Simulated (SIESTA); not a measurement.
Wanted: the native input for a SIESTA 5.4.2 run.

| Quantity | Value |
| --- | --- |
| Task | single point |
| Functional | PBE |
| Potentials or basis | PseudoDojo 0.4 standard (PBE files) |
| Basis | DZP (energy shift 0.003 Ry; two zetas on semicore shells) |
| Grid cutoff | 800 Ry |
| Energy shift | 0.003 Ry |
| k mesh | 6 × 6 × 6 |
| Occupations | fermi-dirac, width 0.05 eV |
| Spin | no spin polarisation |

SiRu:

```
Ru Si
1.0
     4.70860    0.00000    0.00000
     0.00000    4.70860    0.00000
     0.00000    0.00000    4.70860
Ru Si
4 4
Cartesian
  0.6093 0.6093 0.6093
  1.7450 4.0993 2.9636
  2.9636 1.7450 4.0993
  4.0993 2.9636 1.7450
  3.9438 3.9438 3.9438
  3.1191 0.7648 1.5895
  1.5895 3.1191 0.7648
  0.7648 1.5895 3.1191
```

The cell comes from a database or a generator and needn't be the stable form of this composition.

The input as run:

SiRu.fdf

```
SystemName                      SiRu
SystemLabel                     SiRu
NumberOfSpecies                 2
NumberOfAtoms                   8
%block ChemicalSpeciesLabel
  1  44 Ru
  2  14 Si
%endblock ChemicalSpeciesLabel

LatticeConstant                 1.0 Ang
%block LatticeVectors
     4.7085953800     0.0000000000     0.0000000000
     0.0000000000     4.7085953800     0.0000000000
     0.0000000000     0.0000000000     4.7085953800
%endblock LatticeVectors
AtomicCoordinatesFormat         Fractional
%block AtomicCoordinatesAndAtomicSpecies
     0.1294055100     0.1294055100     0.1294055100  1  Ru
     0.3705944900     0.8705944900     0.6294055100  1  Ru
     0.6294055100     0.3705944900     0.8705944900  1  Ru
     0.8705944900     0.6294055100     0.3705944900  1  Ru
     0.8375777300     0.8375777300     0.8375777300  2  Si
     0.6624222700     0.1624222700     0.3375777300  2  Si
     0.3375777300     0.6624222700     0.1624222700  2  Si
     0.1624222700     0.3375777300     0.6624222700  2  Si
%endblock AtomicCoordinatesAndAtomicSpecies

%block kgrid.MonkhorstPack
    6   0   0  0.0
    0   6   0  0.0
    0   0   6  0.0
%endblock kgrid.MonkhorstPack
XC.Functional                   GGA
XC.Authors                      PBE
PAO.BasisSize                   DZP
PAO.EnergyShift                 0.003 Ry
Mesh.Cutoff                     800 Ry
OccupationFunction              FD
ElectronicTemperature           0.05 eV
MaxSCFIterations                120
SCF.MustConverge                false
SCF.Mixer.Method                Pulay
SCF.Mixer.Weight                0.25
SCF.Mixer.History               8
SCF.DM.Tolerance                5.0e-05
SCF.H.Tolerance                 1.0e-03 eV
WriteForces                     true
Charge.Mulliken                 end
Charge.Hirshfeld                end
Charge.Voronoi                  end
SaveRho                         true
SaveElectrostaticPotential      true
%block PAO.Basis
  Ru 5
  n=4 0 2
    2.997 0.000
  n=5 0 2
    8.634 0.000
  n=4 1 2
    3.435 0.000
  n=5 1 1
    8.634
  n=4 2 2
    5.937 0.000
%endblock PAO.Basis
```

Potentials or basis: PseudoDojo 0.4 standard (PBE files), DZP (energy shift 0.003 Ry; two zetas on semicore shells).

Command:

```console
$ siesta SiRu.fdf > SiRu.out 2>&1
```

Results of the run:

| Item | Value |
| --- | --- |
| Pressure | 7.4 GPa |
| Largest force | 0.280 eV/Å |
| Band gap on the k mesh | 0.26 eV, indirect (least direct gap 0.32 eV) |
| Hirshfeld charges | Ru +0.11; Si -0.11 e |
| Voronoi charges | Ru +0.12; Si -0.12 e |

Caveat: Mulliken charges of long-ranged orbitals can have an unphysical sign; the basis of atomic orbitals isn't converged, which shifts pressures, moduli and gaps.

It took 7 min on 1 thread of Arm Neoverse V2, on a shared host, peak memory 1.1 GiB.
